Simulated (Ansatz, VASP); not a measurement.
**InSb in VASP and in Ansatz**

```
In Sb
1.0
     2.96516    0.00000    0.00000
     0.00000    2.96516    0.00000
     0.00000    0.00000    6.36315
In Sb
1 1
Direct
  0.00000 0.00000 0.00000
  0.00000 0.00000 0.50000
```

Alike in both runs: task single point; functional PBE; k mesh 14 × 14 × 8; occupations gaussian, width 0.1 eV; no spin polarisation.

|  | VASP | Ansatz |
| --- | --- | --- |
| version | VASP 6.6.1 | Ansatz 0.2.0 |
| potentials or method | VASP PAW PBE potentials, release 64 (In_d, Sb) | scalar-relativistic, plane waves, PAW |
| plane-wave cutoff (eV) | 520 | 420 |
| valence electrons in the cell | 18 | 28 |

|  | VASP | Ansatz | Ansatz less VASP |
| --- | --- | --- | --- |
| gap on the k mesh at the Fermi level (eV) | none | none | - |
| pressure (GPa) | 3.8 | 3.8 | 0.00 |
| largest component of the traceless stress (GPa) | 4.60 | 4.58 | -0.020 |

A gap of «none» marks a metal or a gap that the smearing closes. The two sets of potentials don't hold the same shells in valence.

Spin-orbit coupling is left out, which matters for the levels of Sb.
